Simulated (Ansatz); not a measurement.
# Zn in Ansatz: reference runs

Reference runs on Zn: the cell as given.

Program: Ansatz 0.2.0. These are calculated values, not measurements. Logs are shortened: lines on timing, memory, paths and dates and some standing lists are left out, and cuts for length are marked.

## 1. The cell of the first run

The cell holds a slab with vacuum, 6 atoms: a = 2.779 Å, b = 2.779 Å, c = 24.824 Å, α = 90.00°, β = 90.00°, γ = 90.00°.

## 2. Single point, PBE (the (1 0 0) slab of Zn, cut from the database cell, not relaxed)

Input file input.yaml:

```yaml
crystal:
  lattice:
    - [2.7786128662, 0.0, 0.0]
    - [0.0, 2.7786128662, 0.0]
    - [0.0, 0.0, 24.82388]
  atoms:
    - { symbol: Zn, position: [0.5, 0.5, 0.3021284344] }
    - { symbol: Zn, position: [0.0, 0.0, 0.3812770606] }
    - { symbol: Zn, position: [0.5, 0.5, 0.4604256869] }
    - { symbol: Zn, position: [0.0, 0.0, 0.5395743131] }
    - { symbol: Zn, position: [0.5, 0.5, 0.6187229394] }
    - { symbol: Zn, position: [0.0, 0.0, 0.6978715656] }
hamiltonian:
  xc: pbe
  pseudopotentials: { kind: paw }
kpoints:
  mp_grid: { grid: [10, 10, 1] }
scf:
  occupations: { method: fermi_dirac, width: 0.05 }
output:
  forces: true
  eigenvalues: true
efield:
  axis: 3
  dipole_correction: true
  ramp_width: 0.04
```

Potentials or basis: Ansatz PAW.

On the command line:

```console
ansatz run input.yaml --threads 4 --pin off --max-ram 11264MiB --backend cpu --events-out ev --progress --plain --runs-dir out
```

Log:

```text
Warning: RAYON_NUM_THREADS=4 ignored (pool sized by the plan → 4); use --threads N
Engine: ansatz 0.2.0, aarch64-unknown-linux-gnu
Pseudopotentials: kind: paw
Pseudopotential: Zn, paw, valence charge 12, recommended cutoff 420 eV (normal), Zn.paw.azcp
Functional definition: PBE
  parameter kappa = 0.804
  parameter beta = 0.06672455060314922
  exchange = pbe_x(kappa = kappa, mu = beta*pi^2/3)
  correlation = pbe_c(beta = beta)
Crystal: 6 atoms, lattice volume = 191.657 Å³
Basis set: ecut = 420 eV, 3831 PW (Γ), exchange–correlation on 40×40×360 points (8 copies of the dense FFT grid, shifted against one another)
Bands: 44, of which v1, the nominal top of the filled ones, is band 36 counted from 1 (35 counted from 0)
Symmetry: 8 space group operations
k-points: 21 of 100
Non-local potential: Zn, projectors of the file, l = 0: 2, l = 1: 2, l = 2: 3, l = 3: 1
PAW form: soft (Blöchl's): semilocal exchange-correlation on the pseudo side does not see the compensation charge
PAW one-centre angular grid: Zn, 590 points (default); XC on 64 Gauss nodes
Initial density: superposition of atomic densities (neutral atoms: chi_scale 0, normalization atom), corrected by the library's trained network
Initial wavefunctions: pseudopotential atomic-orbital guess
Functional: x = pbe(κ = 0.804, μ = 0.2195149727645171), c = pbe(β = 0.06672455060314922)
SCF iter   1: F=—  HF=-19913.248842 eV  |F-HF|=—  |Δ(HF+E_count)|=         —  Δρ=1.64e-3  dr2=5.38e-2  ethr=1.77e-3  p=0.000 e·Å  D=1.88e-14 V/Å  ΔV_dip=-0.00 eV  dr2_dipole=1.55e-8  V_vac-E_F(+/−)=4.45/4.45 eV  ⟨swp⟩=13.4  Hψ=5408  notcnv=0  defer=21
efield: sawtooth ramp at fractional position 0.9800 (placed from the atoms, in the widest stretch of the axis that holds none; the zero of the levels goes with the place), width 0.0400; the density the first Hamiltonian is built on has a dipole p = 0.000 e·Å; the dipole correction subtracts the counter field D = 1.88e-14 V/Å, which shifts the + side's vacuum level by -0.00 eV against the − side's; the planar-averaged density in the ramp window peaks in size at 3.3e-5 e/Å³
preconditioner: auto → LDOS  [metal: Δε(μ)=0.060 eV  Ē_g=10.281 eV  σ=0.050 eV  W_gap=0.28  n_scr=38 (ndim 8)  ℏωp=22.8 eV  f_vac=0.470  D(μ)=2.76/eV (n_scr^D=12)  β→1.0]
SCF iter   2: F=—  HF=-19913.252915 eV  |F-HF|=—  |Δ(HF+E_count)|=   4.07e-3  Δρ=2.44e-3  dr2=8.17e-3  ethr=7.48e-5  p=0.000 e·Å  D=6.26e-6 V/Å  ΔV_dip=-0.00 eV  dr2_dipole=6.98e-10  V_vac-E_F(+/−)=4.41/4.41 eV  ⟨swp⟩=2.3  Hψ=1949  notcnv=0  defer=47
SCF iter   3: F=—  HF=-19913.249883 eV  |F-HF|=—  |Δ(HF+E_count)|=   3.03e-3  Δρ=3.56e-4  dr2=2.17e-3  ethr=1.13e-5  p=0.000 e·Å  D=4.19e-6 V/Å  ΔV_dip=-0.00 eV  dr2_dipole=1.46e-9  V_vac-E_F(+/−)=4.42/4.42 eV  ⟨swp⟩=2.0  Hψ=1714  notcnv=0  defer=47
SCF iter   4: F=—  HF=-19913.249776 eV  |F-HF|=—  |Δ(HF+E_count)|=   1.08e-4  Δρ=2.33e-4  dr2=7.24e-4  ethr=3.02e-6  p=0.000 e·Å  D=1.65e-6 V/Å  ΔV_dip=-0.00 eV  dr2_dipole=1.22e-9  V_vac-E_F(+/−)=4.42/4.42 eV  ⟨swp⟩=2.4  Hψ=1575  notcnv=0  defer=47
SCF iter   5: F=—  HF=-19913.249722 eV  |F-HF|=—  |Δ(HF+E_count)|=   5.36e-5  Δρ=7.15e-5  dr2=3.56e-5  ethr=1.01e-6  p=0.000 e·Å  D=8.95e-7 V/Å  ΔV_dip=-0.00 eV  dr2_dipole=5.22e-10  V_vac-E_F(+/−)=4.42/4.42 eV  ⟨swp⟩=1.3  Hψ=903  notcnv=0  defer=47
SCF iter   6: F=—  HF=-19913.249721 eV  |F-HF|=—  |Δ(HF+E_count)|=   1.22e-6  Δρ=3.82e-5  dr2=3.02e-6  ethr=4.95e-8  p=0.000 e·Å  D=5.05e-7 V/Å  ΔV_dip=-0.00 eV  dr2_dipole=1.58e-10  V_vac-E_F(+/−)=4.42/4.42 eV  ⟨swp⟩=2.0  Hψ=1621  notcnv=0  defer=47
SCF iter   7: F=—  HF=-19913.249720 eV  |F-HF|=—  |Δ(HF+E_count)|=   3.81e-7  Δρ=1.91e-5  dr2=4.29e-7  ethr=4.19e-9  p=0.000 e·Å  D=3.04e-7 V/Å  ΔV_dip=-0.00 eV  dr2_dipole=3.67e-11  V_vac-E_F(+/−)=4.42/4.42 eV  ⟨swp⟩=2.0  Hψ=1602  notcnv=0  defer=47
SCF iter   8: F=—  HF=-19913.249721 eV  |F-HF|=—  |Δ(HF+E_count)|=   1.32e-7  Δρ=8.12e-6  dr2=1.31e-7  ethr=1.39e-10  p=0.000 e·Å  D=1.45e-7 V/Å  ΔV_dip=-0.00 eV  dr2_dipole=1.09e-11  V_vac-E_F(+/−)=4.43/4.43 eV  ⟨swp⟩=13.0  Hψ=5565  notcnv=0
SCF iter   9: F=-19913.249721 eV  HF=-19913.249721 eV  |F-HF|=6.55e-11  |Δ(HF+E_count)|=   2.13e-8  Δρ=2.36e-6  dr2=1.12e-8  ethr=1.39e-10  p=0.000 e·Å  D=9.53e-8 V/Å  ΔV_dip=-0.00 eV  dr2_dipole=3.25e-12  V_vac-E_F(+/−)=4.43/4.43 eV  ⟨swp⟩=6.4  Hψ=3874  notcnv=0
SCF 1 converged in 9 iterations: F = -19913.249721 eV  dr2 = 1.12e-8
SCF converged after 9 iterations
Free energy (F): -19913.249721 eV
Harris-Foulkes:  -19913.249721 eV  (|F-HF|=6.55e-11)
Internal energy: -19913.227232 eV  (E = F + TS)
E sigma→0 (E₀):  -19913.238476 eV
Entropy (-TS):   -0.022488 eV (-3.748 meV/atom)
Fermi energy:    2.927179 eV
Dipole field:    D = -0.000002 V/Å  (p = -0.000003 e·Å, saw-weighted, corrected)
Work function:   Φ+ = 4.4252 eV   Φ− = 4.4252 eV
Levels:          The Fermi level and band energies are counted from a zero that moves with the ramp; work functions are not
--- Per-component energies (eV) ---
  E_band       = -272.971849
  E_kinetic    = 783.430783
  E_local      = -79708.894875  (includes V_loc(G=0)·N_el)
  E_nonlocal   = 3665.784600
  E_hartree    = 38826.332155
  E_xc         = -823.681816
  E_vxc        = -311.959848  (∫ρ·V_xc dr)
  E_paw        = -10950.798126  (= ΣΔE_a)
  E_vpaw       = -2354.002614  (= ΣTr[D̂ρ^β])
  E_aug_tail   = -0.002126  (compensation charges beyond the density's cutoff)
  E_efield     = 0.000000  (sawtooth field / dipole correction)
  E_vefield    = 0.000000  (∫n·V_field dr)
  E_ewald      = 28294.602173
  E_smearing   = -0.022488  (= −TS)
  E_closure    = 0.000000  (closes the sum)
  Σ components = -19913.249721   (vs F -19913.249721, Δ=0.00e0)
--- Forces (eV/Å), atoms counted from 1 ---
  atom   1  Zn    -0.00000000     0.00000000    -0.10577486
  atom   2  Zn     0.00000000    -0.00000000     0.12644827
  atom   3  Zn    -0.00000000     0.00000000    -0.00898329
  atom   4  Zn     0.00000000    -0.00000000     0.00898319
  atom   5  Zn    -0.00000000     0.00000000    -0.12644835
  atom   6  Zn     0.00000000    -0.00000000     0.10577502
  max |Σ_I F_I| component: 1.62e-8 eV/Å
--- Band table (eV; the first three rows and the last of 21) ---
  k-point 0: bands = ["-7.1541", "-6.4208", "-5.4661", "-5.2910", "-5.2078", "-5.0648", "-4.9810", "-4.9005", "-4.8944", "-4.7377", "-4.5924", "-4.5924", "-4.5198", "-4.5129", "-4.4420", "-4.4420", "-4.2823", "-4.2504", "-4.2504", "-4.2390", "-4.2087", "-4.1608", "-4.0780", "-4.0738", "-4.0531", "-4.0531", "-4.0211", "-3.8384", "-3.8384", "-3.8171", "-3.8171", "-3.7523", "-3.7521", "-3.0879", "-1.1825", "1.1361", "2.4500", "6.0695", "6.8016", "7.7389", "8.0103", "9.9467", "10.1097", "11.6388"]
  k-point 1: bands = ["-6.9567", "-6.2389", "-5.3504", "-5.2405", "-5.1627", "-5.0274", "-4.9265", "-4.8886", "-4.8178", "-4.7095", "-4.6118", "-4.5789", "-4.4999", "-4.4817", "-4.4552", "-4.4515", "-4.3424", "-4.2981", "-4.2465", "-4.2448", "-4.1737", "-4.1637", "-4.1518", "-4.1361", "-4.0575", "-4.0164", "-4.0078", "-3.9072", "-3.8317", "-3.8258", "-3.8175", "-3.7704", "-3.7667", "-2.8484", "-0.9543", "1.3460", "2.7136", "6.2329", "6.9940", "7.9226", "8.1982", "9.4562", "10.1422", "10.1577"]
  k-point 2: bands = ["-6.3920", "-5.7674", "-5.2037", "-5.1584", "-5.0020", "-4.8882", "-4.8644", "-4.8340", "-4.6614", "-4.5882", "-4.5781", "-4.5477", "-4.5041", "-4.4839", "-4.4727", "-4.3908", "-4.3751", "-4.3313", "-4.2909", "-4.2889", "-4.2094", "-4.1744", "-4.1550", "-4.1425", "-4.1041", "-4.0787", "-3.9993", "-3.9830", "-3.8423", "-3.8423", "-3.8002", "-3.7995", "-3.5730", "-2.2335", "-0.3134", "1.9570", "3.4660", "6.2471", "6.8101", "7.0738", "7.5875", "8.2523", "8.5503", "8.7769"]
  k-point 20: bands = ["-5.2577", "-5.2577", "-5.1878", "-5.1878", "-5.0765", "-5.0765", "-4.9840", "-4.9840", "-4.6961", "-4.6961", "-4.6866", "-4.6866", "-4.3537", "-4.3537", "-4.1418", "-4.1418", "-4.0291", "-4.0291", "-3.9978", "-3.9978", "-3.9144", "-3.9144", "-3.8988", "-3.8988", "-3.8768", "-3.8768", "-3.8452", "-3.8452", "-3.5553", "-3.5553", "2.2925", "2.2925", "3.2498", "3.2498", "4.6342", "4.6342", "4.8507", "4.8507", "5.3562", "5.3562", "6.0832", "6.0832", "6.3314", "6.3314"]
```

It took 4.9 s on 4 threads of Arm Neoverse V1, shared host; peak memory 0.54 GiB.

Results:

```yaml
Free_energy: -19913.2497 eV
Largest_force: 0.126 eV/Å
Band_gap_on_the_k_mesh: none (metal or under the smearing width)
Work_function_of_the_upper_face: 4.43 eV
Work_function_of_the_lower_face: 4.43 eV
Dipole_across_the_slab: 0.000 e·Å
```

Forces on the atoms (eV/Å):
```
Zn   0.000  0.000 -0.106
Zn   0.000  0.000  0.126
Zn   0.000  0.000 -0.009
Zn   0.000  0.000  0.009
Zn   0.000  0.000 -0.126
Zn   0.000  0.000  0.106
```

Levels at points of the mesh, in eV from the Fermi level:
```
             k point  band 32  band 33  band 34  band 35  band 36  band 37  band 38  band 39  band 40  band 41
  (0.00, 0.00, 0.00)    -6.68    -6.68    -6.02    -4.11    -1.79    -0.48     3.14     3.87     4.81     5.08
 (0.00, -0.50, 0.00)    -4.34    -3.72    -3.72    -2.57    -2.57    -0.81    -0.81     0.99     0.99     3.21
(-0.50, -0.50, 0.00)    -0.63     0.32     0.32     1.71     1.71     1.92     1.92     2.43     2.43     3.16
```
